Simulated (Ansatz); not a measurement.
## NbN under compression and expansion

```cif
data_structure
_symmetry_space_group_name_H-M 'Fm-3m'
_symmetry_Int_Tables_number 225
_cell_length_a 4.3890
_cell_length_b 4.3890
_cell_length_c 4.3890
_cell_angle_alpha 90.000
_cell_angle_beta 90.000
_cell_angle_gamma 90.000
_cell_volume 84.55
loop_
_atom_site_label
_atom_site_type_symbol
_atom_site_symmetry_multiplicity
_atom_site_Wyckoff_symbol
_atom_site_fract_x
_atom_site_fract_y
_atom_site_fract_z
_atom_site_occupancy
Nb1 Nb 4 b 0.50000 0.00000 0.00000 1
N1 N 4 a 0.00000 0.00000 0.00000 1
```

The runs use the primitive cell with vectors (0.000, 2.195, 2.195), (2.195, 0.000, 2.195), (2.195, 2.195, 0.000) Å, to which the k mesh refers.

The structure is cubic, space group Fm-3m (No. 225). Conventional cell: a = 4.389 Å, b = 4.389 Å, c = 4.389 Å, α = 90.00°, β = 90.00°, γ = 90.00°. Around Nb (site symmetry m-3m) lie 6 N at 2.19 Å. N (site symmetry m-3m) is surrounded by 6 Nb at 2.19 Å.

The cell is COD entry 1538667, as deposited and not checked against the literature; nothing was relaxed.

Methods: DFT, PBEsol, all-electron LAPW, scalar-relativistic (Ansatz 0.2.0); DFT, PBEsol, PAW with Ansatz's default frozen-core files, scalar-relativistic (Ansatz 0.2.0).

For LAPW: a Γ-centred 14×14×14 k mesh, Fermi–Dirac smearing of 0.08 eV, basis error target 1 meV/atom, no spin polarisation. PAW takes a cutoff of 420 eV at this cell (files made with PBE, cores remade for this functional). The Ansatz runs share mesh, smearing and spin set-up. Plane-wave (PAW) pressures include the program's estimate of the Pulay term.

The cell above is scaled evenly, with fractional coordinates and shape held.

```tsv
V/V(cell)	V (Å³/atom)	P, LAPW (GPa)	P, PAW (GPa)	free energy over the lowest listed, PAW (meV/atom)
0.9400	9.934	21.09	21.15	35.8
0.9600	10.146	12.57	12.63	13.6
0.9800	10.357	4.93	4.99	2.1
0.9900	10.463	1.40	1.46	0.0
1.0000	10.568	-1.93	-1.87	0.1
1.0100	10.674	-5.09	-5.03	2.4
1.0200	10.780	-8.08	-8.02	6.7
1.0400	10.991	-13.60	-13.54	21.0
1.0600	11.202	-18.54	-18.49	42.2
```

Question: What do Birch–Murnaghan fits to the pressures give?

Answer: LAPW: V0 = 10.51 Å³/atom, B0 = 333 GPa, B0′ = 4.4; PAW: V0 = 10.51 Å³/atom, B0 = 333 GPa, B0′ = 4.4.

PAW's V0 lies 0.02 % from the all-electron value and its B0 -0.1 %. Symmetry fixes shape and coordinates here, so this is the relaxed modulus.
